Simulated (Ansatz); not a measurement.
A 2-atom cell of NaH started from a crystallographic database with hydrogen sites as listed, relaxed with r2SCAN in the plane-wave code Ansatz: it is cubic, Fm-3m (No. 225); a = 4.795 Å in the conventional setting, 13.78 Å³ an atom. Na is surrounded by 6 H at 2.40 Å; H is surrounded by 6 Na at 2.40 Å. The primitive cell holds 2 atoms in 27.56 Å³. (Simulation; spin polarisation is off.)

Computed values: PBE gives a gap of 3.80 eV and PBE0 (25 % exact exchange) 5.58 eV; one over PBE's mean ε∞ is 0.320. HSE06 (6×6×6) gives a least gap of 4.85 eV and a least direct gap of 5.81 eV. r2SCAN's ε∞ is 2.88. On the PBEsol cell (Ω = 27.51 Å³ for two atoms) PBEsol gives ω_TO = 519.1 cm⁻¹, Z* = ±0.960 and ε∞ = 3.251.

(1) What is the density?

(2) Taking the gap as linear in the share of unscreened exchange, estimate the gap of the hybrid whose share is 1/ε∞.

(3) At what wavelength does absorption set in by HSE06, excitons left aside?

(4) What refractive index and reflectivity at normal incidence follow, below the gap and above the phonons?

(5) Work out the longitudinal frequency.

(6) What static dielectric constant follows from Lyddane-Sachs-Teller, and how strong is the polar coupling 1/ε∞ − 1/ε⁰?

Answers

(1) The cell holds 1 Na, 1 H: M = 1×22.990 + 1×1.008 = 24.00 u in V = 27.56 Å³. ρ = 1.66054 × M/V = 1.66054 × 24.00/27.56 = 1.446 g/cm³, for the static r2SCAN lattice.

(2) The slope is (5.58 − 3.80)/0.25 = 7.12 eV per unit share, so E_g ≈ 3.80 + 7.12 × 0.320 = 6.08 eV. The run with that share gives 6.08 eV (6×6×6 mesh), 0.00 eV from the straight line.

(3) λ = 1239.84 eV nm/E: 256 nm for the least gap, where it needs phonons and is weak, and 213 nm for direct transitions. That lies in the ultraviolet, so by this gap the crystal is transparent to visible light.

(4) n = √2.88 = 1.697; R = ((n − 1)/(n + 1))² = (0.697/2.697)² = 6.7 % a face.

(5) ω_LO² − ω_TO² = 4π Z*² e²/(ε∞ μ Ω), with μ = 22.99×1.01/24.00 = 0.967 u and e² = 14.400 eV Å; √(eV/(u Å²)) is 521.47 cm⁻¹. That gives 5.24e+05 cm⁻², so ω_LO = √(519.1² + 5.24e+05) = 891.0 cm⁻¹; the program prints 891.1.

(6) ε⁰ = ε∞ (ω_LO/ω_TO)² = 3.251 × (891.0/519.1)² = 9.58 (the run: 9.58). 1/ε∞ − 1/ε⁰ = 0.3076 − 0.1044 = 0.2032, the factor that enters the Fröhlich constant.

The meshes of the hybrids are coarse, so their gaps aren't converged to the digits shown.
